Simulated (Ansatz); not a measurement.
## Time and memory for GaN

```yaml
crystal:
  lattice:
    - [3.1370217585, 0.0, 0.0]
    - [-1.5685108793, 2.7167405351, 0.0]
    - [0.0, 0.0, 5.0961806304]
  atoms:
    - { symbol: Ga, position: [0.3333333333, 0.6666666667, 0.0039408788] }
    - { symbol: Ga, position: [0.6666666667, 0.3333333333, 0.5039408788] }
    - { symbol: "N", position: [0.3333333333, 0.6666666667, 0.3810591212] }
    - { symbol: "N", position: [0.6666666667, 0.3333333333, 0.8810591212] }
kpoints:
  mp_grid: { grid: [11, 11, 6] }
scf:
  occupations: { method: fermi_dirac, width: 0.02 }
hamiltonian:
  xc: pbe
  pseudopotentials: { kind: paw }
output:
  forces: true
  stress: true
  populations: true
  efg:
    quadrupole_moments_barn: { Ga: 0.107, "N": 0.02044 }
    contact_densities: true
relax:
  f_tol: 0.02
  max_steps: 60
```

```sh
ansatz run input.yaml --threads 1 --pin off --max-ram 3072MiB --backend cpu --events-out ev --progress --plain --runs-dir out
```

It runs on 1 thread of Intel Xeon Platinum 8488C (Sapphire Rapids) (x86_64; 16 cores open to the job, memory cap 3.0 GiB, no GPU), a shared host with a load of 0.3 a core.

**Question.** Estimate the wall time and the peak memory.

**Answer.** About 8.1 s of wall time (8 s of CPU time) and 0.47 GiB. The run holds 36 valence electrons in 22 bands, about 845 plane waves a k-point and 64 irreducible k-points, and took 8 SCF iterations, over 2 ionic steps. Times on a shared host vary by tens of per cent.
